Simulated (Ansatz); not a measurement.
## Sb: computed properties

All numbers below come from DFT PBE, scalar-relativistic, plane waves, PAW (Ansatz).

Settings: cutoff 420 eV, Γ-centred mesh 14×14×14 on the computed 1-atom cell, Gaussian smearing of 0.10 eV; no spin polarisation.

The structure is relaxed at this level of theory with its symmetry kept. This simple cubic form isn't the element's structure at ambient conditions.

```xyz
1
Lattice="3.1105 0.0000 0.0000 0.0000 3.1105 0.0000 0.0000 0.0000 3.1105" Properties=species:S:1:pos:R:3 pbc="T T T"
Sb    0.0000    0.0000    0.0000
```

| Quantity | Value |
| --- | --- |
| Space group | Pm-3m (No. 221) |
| Volume per atom | 203.1 bohr³ |
| Formation energy from the elements' standard states (uncorrected) | +0.045 eV/atom |
| Kohn–Sham band gap | none (metal) |
| Density of states at the Fermi level | 0.51 states/eV per cell |
| Löwdin character within 0.5 eV of the Fermi level | Sb 5p 86 %, Sb 5s 11 % |
| Bulk modulus | 54 GPa |
| Its pressure derivative | 4.3 |
| Bader charges (e) | Sb (1 in the cell) 0.00 |

Spin-orbit coupling is left out, which matters for the bands of heavy elements.